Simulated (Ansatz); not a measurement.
Bands of Be2C

```xyz
3
Lattice="0.0000 2.1650 2.1650 2.1650 0.0000 2.1650 2.1650 2.1650 0.0000" Properties=species:S:1:pos:R:3 pbc="T T T"
Be    1.0825    1.0825    1.0825
Be    3.2475    3.2475    3.2475
C     0.0000    0.0000    0.0000
```

Atom numbers follow the list: Be1, Be2, C3.

Conventional cell: a = 4.330 Å, b = 4.330 Å, c = 4.330 Å, α = 90.00°, β = 90.00°, γ = 90.00°. Around Be (atom 1) lie 4 C at 1.87 Å. C (atom 3) is surrounded by 8 Be at 1.87 Å.

The cell is COD entry 9009053, as deposited and not checked against the literature; nothing was relaxed.

The calculation used DFT, PBE, all-electron LAPW, scalar-relativistic (Ansatz 0.2.0).

Numerical set-up: a Γ-centred 14×14×14 k mesh, Fermi–Dirac smearing of 0.08 eV, basis error target 0.5 meV/atom, no spin polarisation.

Points in fractions of the reciprocal vectors of this cell: Γ (0, 0, 0), X (0.5, 0, 0.5), U (0.625, 0.25, 0.625), K (0.375, 0.375, 0.75), L (0.5, 0.5, 0.5), W (0.5, 0.25, 0.75). The path joins them by straight lines in the order Γ–X–U–K–Γ–L–W–X; legs that retrace an earlier one aren't tabulated. Energies are in eV from the top of the valence band.

**Question.** Is there a gap, and where are the band edges?

**Answer.** 1.17 eV, indirect from Γ to X (0.5, 0, 0.5).

**Question.** List the levels between -14 and 4 eV at the symmetry points.

**Answer.** 
Γ: 0.00 (×3)
X: -11.42, -6.77, -4.72 (×2), 1.17
U: -11.26, -6.84, -6.28, -3.98, 3.30
K: -11.26, -6.84, -6.28, -3.98, 3.30
L: -12.17, -8.72, -1.83 (×2)
W: -11.10, -6.25, -5.90 (×2)
